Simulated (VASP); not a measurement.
# PbSe (Clausthalite) (Fm-3m) in VASP: a series of runs, part 2 of 3

VASP 6.6.1. The steps go on from the part before.

## (3) Band structure, PBEsol

Input file run.py:

```python
from ase.calculators.vasp import Vasp
from ase.dft.bandgap import bandgap
from ase.io import read

atoms = read('PbSe.cif', primitive_cell=True, subtrans_included=False)
calc = Vasp(
    directory='calc',
    xc='pbesol',
    pp='PBE',
    setups='minimal',
    prec='Accurate',
    encut=500,
    ediff=1e-07,
    ismear=0,
    sigma=0.05,
    lreal=False,
    lasph=True,
    nelm=60,
    algo='Normal',
    isif=2,
    lwave=False,
    lcharg=True,
    kpts=[8, 8, 8],
    gamma=True,
)
atoms.calc = calc

print('energy (eV):', atoms.get_potential_energy())
print('free energy (eV):', atoms.get_potential_energy(force_consistent=True))
efermi = calc.get_fermi_level()
print('Fermi level (eV):', efermi)
path = atoms.cell.bandpath(npoints=40, eps=1e-4)
print('path:', path.path)
calc.set(kpts=path.kpts, reciprocal=True, icharg=11, isym=0, lcharg=False)
calc.calculate(atoms)
print('gap on the path (eV):', bandgap(calc, efermi=efermi)[0])
print('direct gap on the path (eV):', bandgap(calc, efermi=efermi, direct=True)[0])
```

Input file PbSe.cif:

```cif
data_PbSe
_cell_length_a 6.12130000
_cell_length_b 6.12130000
_cell_length_c 6.12130000
_cell_angle_alpha 90.00000000
_cell_angle_beta 90.00000000
_cell_angle_gamma 90.00000000
_space_group_name_H-M_alt 'Fm-3m'
_space_group_name_Hall '-F 4 2 3'
_space_group_IT_number 225
loop_
_space_group_symop_operation_xyz
'x,y,z'
'-x,-y,-z'
'-y,x,z'
'y,-x,-z'
'-x,-y,z'
'x,y,-z'
'y,-x,z'
'-y,x,-z'
'x,-y,-z'
'-x,y,z'
'-y,-x,-z'
'y,x,z'
'-x,y,-z'
'x,-y,z'
'y,x,-z'
'-y,-x,z'
'z,x,y'
'-z,-x,-y'
'z,-y,x'
'-z,y,-x'
'z,-x,-y'
'-z,x,y'
'z,y,-x'
'-z,-y,x'
'-z,x,-y'
'z,-x,y'
'-z,-y,-x'
'z,y,x'
'-z,-x,y'
'z,x,-y'
'-z,y,x'
'z,-y,-x'
'y,z,x'
'-y,-z,-x'
'x,z,-y'
'-x,-z,y'
'-y,z,-x'
'y,-z,x'
'-x,z,y'
'x,-z,-y'
'-y,-z,x'
'y,z,-x'
'-x,-z,-y'
'x,z,y'
'y,-z,-x'
'-y,z,x'
'x,-z,y'
'-x,z,-y'
'x,y+1/2,z+1/2'
'-x,-y+1/2,-z+1/2'
'-y,x+1/2,z+1/2'
[... 62 lines left out ...]
'-z+1/2,-x,-y+1/2'
'z+1/2,-y,x+1/2'
'-z+1/2,y,-x+1/2'
'z+1/2,-x,-y+1/2'
'-z+1/2,x,y+1/2'
'z+1/2,y,-x+1/2'
'-z+1/2,-y,x+1/2'
'-z+1/2,x,-y+1/2'
'z+1/2,-x,y+1/2'
'-z+1/2,-y,-x+1/2'
'z+1/2,y,x+1/2'
'-z+1/2,-x,y+1/2'
'z+1/2,x,-y+1/2'
'-z+1/2,y,x+1/2'
'z+1/2,-y,-x+1/2'
'y+1/2,z,x+1/2'
'-y+1/2,-z,-x+1/2'
'x+1/2,z,-y+1/2'
'-x+1/2,-z,y+1/2'
'-y+1/2,z,-x+1/2'
'y+1/2,-z,x+1/2'
'-x+1/2,z,y+1/2'
'x+1/2,-z,-y+1/2'
'-y+1/2,-z,x+1/2'
'y+1/2,z,-x+1/2'
'-x+1/2,-z,-y+1/2'
'x+1/2,z,y+1/2'
'y+1/2,-z,-x+1/2'
'-y+1/2,z,x+1/2'
'x+1/2,-z,y+1/2'
'-x+1/2,z,-y+1/2'
'x+1/2,y+1/2,z'
'-x+1/2,-y+1/2,-z'
'-y+1/2,x+1/2,z'
'y+1/2,-x+1/2,-z'
'-x+1/2,-y+1/2,z'
'x+1/2,y+1/2,-z'
'y+1/2,-x+1/2,z'
'-y+1/2,x+1/2,-z'
'x+1/2,-y+1/2,-z'
'-x+1/2,y+1/2,z'
'-y+1/2,-x+1/2,-z'
'y+1/2,x+1/2,z'
'-x+1/2,y+1/2,-z'
'x+1/2,-y+1/2,z'
'y+1/2,x+1/2,-z'
'-y+1/2,-x+1/2,z'
'z+1/2,x+1/2,y'
'-z+1/2,-x+1/2,-y'
'z+1/2,-y+1/2,x'
'-z+1/2,y+1/2,-x'
'z+1/2,-x+1/2,-y'
'-z+1/2,x+1/2,y'
'z+1/2,y+1/2,-x'
'-z+1/2,-y+1/2,x'
'-z+1/2,x+1/2,-y'
'z+1/2,-x+1/2,y'
'-z+1/2,-y+1/2,-x'
'z+1/2,y+1/2,x'
'-z+1/2,-x+1/2,y'
'z+1/2,x+1/2,-y'
'-z+1/2,y+1/2,x'
'z+1/2,-y+1/2,-x'
'y+1/2,z+1/2,x'
'-y+1/2,-z+1/2,-x'
'x+1/2,z+1/2,-y'
'-x+1/2,-z+1/2,y'
'-y+1/2,z+1/2,-x'
'y+1/2,-z+1/2,x'
'-x+1/2,z+1/2,y'
'x+1/2,-z+1/2,-y'
'-y+1/2,-z+1/2,x'
'y+1/2,z+1/2,-x'
'-x+1/2,-z+1/2,-y'
'x+1/2,z+1/2,y'
'y+1/2,-z+1/2,-x'
'-y+1/2,z+1/2,x'
'x+1/2,-z+1/2,y'
'-x+1/2,z+1/2,-y'
loop_
_atom_site_label
_atom_site_type_symbol
_atom_site_symmetry_multiplicity
_atom_site_Wyckoff_symbol
_atom_site_fract_x
_atom_site_fract_y
_atom_site_fract_z
_atom_site_occupancy
Pb1 Pb 4 a 0.0000000000 0.0000000000 0.0000000000 1
Se1 Se 4 b 0.5000000000 0.0000000000 0.0000000000 1
```

Potentials or basis: VASP PAW PBE potentials, release 64 (Pb, Se).

On the command line:

```console
$ python run.py
```

Standard output:

```text
energy (eV): -8.94832301
free energy (eV): -8.94832741
Fermi level (eV): 3.78667712
path: GXWKGLUWLK,UX
gap on the path (eV): 0.19779999999999998
direct gap on the path (eV): 0.19779999999999998
```

OUTCAR:

```text
ENCUT = 500.000000
   EDIFF = 1.00e-07
   GGA = PS
   PREC = Accurate
   ICHARG = 11
   ISIF = 2
   ISMEAR = 0
   ISYM = 0
   NELM = 60
   LASPH = .TRUE.
   LREAL = .FALSE.

 ion  position               nearest neighbor table
   1  0.000  0.000  0.000-   2 3.06   2 3.06   2 3.06   2 3.06   2 3.06   2 3.06
   2  0.500  0.500  0.500-   1 3.06   1 3.06   1 3.06   1 3.06   1 3.06   1 3.06

IMPORTANT INFORMATION: All symmetrisations will be switched off!
NOSYMM: (Re-)initialisation of all symmetry stuff for point group C_1.

----------------------------------------------------------------------------------------

                                     Primitive cell

  volume of cell :      57.3418

  direct lattice vectors                    reciprocal lattice vectors
     0.000000000  3.060650000  3.060650000    -0.163363991  0.163363991  0.163363991
     3.060650000  0.000000000  3.060650000     0.163363991 -0.163363991  0.163363991
     3.060650000  3.060650000  0.000000000     0.163363991  0.163363991 -0.163363991

  length of vectors
     4.328412740  4.328412740  4.328412740     0.282954733  0.282954733  0.282954733

[... 133 lines left out ...]
 k-point     1 :       0.0000    0.0000    0.0000
  band No.  band energies     occupation
      1      -9.9182      2.00000
      2      -2.6323      2.00000
      3       1.8147      2.00000
      4       1.8147      2.00000
      5       1.8147      2.00000
      6       8.3688      0.00000
      7       8.3688      0.00000
      8       8.3688      0.00000
      9      10.0979      0.00000
[... 457 lines left out ...]
 k-point    40 :       0.5000    0.0000    0.5000
  band No.  band energies     occupation
      1      -8.6166      2.00000
      2      -3.7109      2.00000
      3      -1.3397      2.00000
      4       0.4379      2.00000
      5       0.4379      2.00000
      6       7.2608      0.00000
      7       9.2760      0.00000
      8       9.2760      0.00000
      9       9.6973      0.00000

------------------------ aborting loop because EDIFF is reached ----------------------------------------

  FORCE on cell =-STRESS in cart. coord.  units (eV):
  Direction    XX          YY          ZZ          XY          YZ          ZX
  --------------------------------------------------------------------------------------
  -------------------------------------------------------------------------------------
  Total        5.1425057     -0.9670321     -1.4807902     -2.3013079     -1.2353161     -1.9516402
  in kB      143.6859706    -27.0196970    -41.3745326    -64.3004930    -34.5157785    -54.5304807
  external PRESSURE =      25.0972470 kB  Pullay stress =       0.0000000 kB

 VOLUME and BASIS-vectors are now :
 -----------------------------------------------------------------------------
  energy-cutoff  :      500.00
  volume of cell :       57.34
      direct lattice vectors                 reciprocal lattice vectors
     0.000000000  3.060650000  3.060650000    -0.163363991  0.163363991  0.163363991
     3.060650000  0.000000000  3.060650000     0.163363991 -0.163363991  0.163363991
     3.060650000  3.060650000  0.000000000     0.163363991  0.163363991 -0.163363991

 POSITION                                       TOTAL-FORCE (eV/Angst)
 -----------------------------------------------------------------------------------
      0.00000      0.00000      0.00000        -0.000000      0.000000     -0.000000
      3.06065      3.06065      3.06065         0.000000     -0.000000      0.000000
 -----------------------------------------------------------------------------------
    total drift:                                0.000001     -0.000001      0.000000

  FREE ENERGIE OF THE ION-ELECTRON SYSTEM (eV)
  ---------------------------------------------------
  free  energy   TOTEN  =        -8.8706555861 eV

  energy  without entropy=       -8.8705992319  energy(sigma->0) =       -8.87062741
```

INCAR:

```text
ENCUT = 500.000000
SIGMA = 0.050000
EDIFF = 1.00e-07
ALGO = Normal
GGA = PS
PREC = Accurate
ICHARG = 11
ISIF = 2
ISMEAR = 0
ISYM = 0
NELM = 60
LASPH = .TRUE.
LCHARG = .FALSE.
LWAVE = .FALSE.
LREAL = .FALSE.
```

Wall time 30 s (1 thread of Intel Xeon Platinum 8559C (Emerald Rapids), shared host); peak memory 0.18 GiB.

Results:

```yaml
Band_gap_along_the_path: 0.20 eV, direct
```

Levels at the corners of the path, in eV from the Fermi level:
| point | band 1 | band 2 | band 3 | band 4 | band 5 | band 6 | band 7 | band 8 | band 9 |
| --- | --- | --- | --- | --- | --- | --- | --- | --- | --- |
| Γ | -13.70 | -6.42 | -1.97 | -1.97 | -1.97 | 4.58 | 4.58 | 4.58 | 6.31 |
| X | -12.40 | -7.50 | -5.13 | -3.35 | -3.35 | 3.47 | 5.49 | 5.49 | 5.91 |
| W | -12.34 | -8.14 | -4.37 | -4.37 | -0.89 | 1.74 | 4.79 | 4.79 | 7.53 |
| K | -12.37 | -8.16 | -4.72 | -2.85 | -2.52 | 3.24 | 3.89 | 5.30 | 5.62 |
| Γ | -13.70 | -6.42 | -1.97 | -1.97 | -1.97 | 4.58 | 4.58 | 4.58 | 6.31 |
| L | -12.63 | -8.94 | -1.58 | -1.58 | -0.10 | 0.10 | 1.55 | 1.55 | 8.25 |
| U | -12.37 | -8.16 | -4.72 | -2.85 | -2.52 | 3.24 | 3.89 | 5.30 | 5.62 |
| W | -12.34 | -8.14 | -4.37 | -4.37 | -0.89 | 1.74 | 4.79 | 4.79 | 7.53 |
| L | -12.63 | -8.94 | -1.58 | -1.58 | -0.10 | 0.10 | 1.55 | 1.55 | 8.25 |
| K | -12.37 | -8.16 | -4.72 | -2.85 | -2.52 | 3.24 | 3.89 | 5.30 | 5.62 |
| U | -12.37 | -8.16 | -4.72 | -2.85 | -2.52 | 3.24 | 3.89 | 5.30 | 5.62 |
| X | -12.40 | -7.50 | -5.13 | -3.35 | -3.35 | 3.47 | 5.49 | 5.49 | 5.91 |

Caveat: the log is that of the step along the path at fixed density, whose energy, stress, charges and moments have no meaning; the PAW data sets were made with another functional, which shifts forces and pressure a little; spin-orbit coupling is left out, which moves the levels of the heavy elements.

## (4) Band structure, PBE

Input file POSCAR:

```
PbSe
1.0
    0.0000000000      3.0606500000      3.0606500000
    3.0606500000      0.0000000000      3.0606500000
    3.0606500000      3.0606500000      0.0000000000
Pb Se
1 1
Direct
    0.0000000000      0.0000000000      0.0000000000
    0.5000000000      0.5000000000      0.5000000000
```

Input file INCAR.step1:

```
SYSTEM = PbSe
PREC = Accurate
ENCUT = 520
EDIFF = 1E-6
ISMEAR = -1
SIGMA = 0.05
LREAL = .False.
LASPH = .True.
NELM = 60
ALGO = Normal
ISIF = 2
LWAVE = .False.
LCHARG = .True.
GGA = PE
```

Input file KPOINTS.step1:

```
Automatic mesh
0
Gamma
  8 8 8
  0 0 0
```

Input file INCAR.step2:

```
SYSTEM = PbSe
PREC = Accurate
ENCUT = 520
EDIFF = 1E-6
ISMEAR = 0
SIGMA = 0.05
LREAL = .False.
LASPH = .True.
NELM = 60
ALGO = Normal
ISIF = 2
LWAVE = .False.
LCHARG = .False.
GGA = PE
ICHARG = 11
```

Input file KPOINTS.step2:

```
path GXWKGLUWLK,UX
10
line-mode
reciprocal
 0.0000000000  0.0000000000  0.0000000000  G
 0.5000000000  0.0000000000  0.5000000000  X

 0.5000000000  0.0000000000  0.5000000000  X
 0.5000000000  0.2500000000  0.7500000000  W

 0.5000000000  0.2500000000  0.7500000000  W
 0.3750000000  0.3750000000  0.7500000000  K

 0.3750000000  0.3750000000  0.7500000000  K
 0.0000000000  0.0000000000  0.0000000000  G

 0.0000000000  0.0000000000  0.0000000000  G
 0.5000000000  0.5000000000  0.5000000000  L

 0.5000000000  0.5000000000  0.5000000000  L
 0.6250000000  0.2500000000  0.6250000000  U

 0.6250000000  0.2500000000  0.6250000000  U
 0.5000000000  0.2500000000  0.7500000000  W

 0.5000000000  0.2500000000  0.7500000000  W
 0.5000000000  0.5000000000  0.5000000000  L

 0.5000000000  0.5000000000  0.5000000000  L
 0.3750000000  0.3750000000  0.7500000000  K

 0.6250000000  0.2500000000  0.6250000000  U
 0.5000000000  0.0000000000  0.5000000000  X
```

Potentials or basis: VASP PAW PBE potentials, release 64 (Pb_d, Se).

On the command line:

```console
$ cat potpaw_PBE.64/Pb_d/POTCAR potpaw_PBE.64/Se/POTCAR > POTCAR
$ cp INCAR.step1 INCAR
$ cp KPOINTS.step1 KPOINTS
$ mpirun -np 1 vasp_std > vasp.out
$ cp INCAR.step2 INCAR
$ cp KPOINTS.step2 KPOINTS
$ mpirun -np 1 vasp_std > vasp.out
```

Wall time 48 s (1 thread of Intel Xeon Platinum 8559C (Emerald Rapids), shared host); peak memory 0.23 GiB.

It converged, with:

- Band gap on the k mesh: 0.29 eV, direct
- Band gap along the path: 0.29 eV, direct

Levels at the corners of the path, in eV from the valence-band top:
```
point  band 6  band 7  band 8  band 9  band 10  band 11  band 12  band 13  band 14
    Γ  -13.59   -6.30   -1.88   -1.88    -1.88     4.71     4.71     4.71     6.52
    X  -12.16   -7.38   -4.98   -3.24    -3.24     3.69     5.61     5.61     6.05
    X  -12.16   -7.38   -4.98   -3.24    -3.24     3.69     5.61     5.61     6.05
    W  -12.13   -8.02   -4.23   -4.23    -0.80     1.89     4.95     4.95     7.73
    W  -12.13   -8.02   -4.23   -4.23    -0.80     1.89     4.95     4.95     7.73
    K  -12.17   -8.04   -4.58   -2.73    -2.40     3.39     4.01     5.44     5.83
    K  -12.17   -8.04   -4.58   -2.73    -2.40     3.39     4.01     5.44     5.83
    Γ  -13.59   -6.30   -1.88   -1.88    -1.88     4.71     4.71     4.71     6.52
    Γ  -13.59   -6.30   -1.88   -1.88    -1.88     4.71     4.71     4.71     6.52
    L  -12.53   -8.80   -1.47   -1.47     0.00     0.29     1.70     1.70     8.55
    L  -12.53   -8.80   -1.47   -1.47     0.00     0.29     1.70     1.70     8.55
    U  -12.17   -8.04   -4.58   -2.73    -2.40     3.39     4.01     5.44     5.83
    U  -12.17   -8.04   -4.58   -2.73    -2.40     3.39     4.01     5.44     5.83
    W  -12.13   -8.02   -4.23   -4.23    -0.80     1.89     4.95     4.95     7.73
    W  -12.13   -8.02   -4.23   -4.23    -0.80     1.89     4.95     4.95     7.73
    L  -12.53   -8.80   -1.47   -1.47     0.00     0.29     1.70     1.70     8.55
    L  -12.53   -8.80   -1.47   -1.47     0.00     0.29     1.70     1.70     8.55
    K  -12.17   -8.04   -4.58   -2.73    -2.40     3.39     4.01     5.44     5.83
    U  -12.17   -8.04   -4.58   -2.73    -2.40     3.39     4.01     5.44     5.83
    X  -12.16   -7.38   -4.98   -3.24    -3.24     3.69     5.61     5.61     6.05
```

Caveat: the log is that of the step along the path at fixed density, whose energy, stress, charges and moments have no meaning; spin-orbit coupling is left out, which as a rule narrows the gap of such compounds by several tenths of an eV.

(Continued in part 3 of 3.)
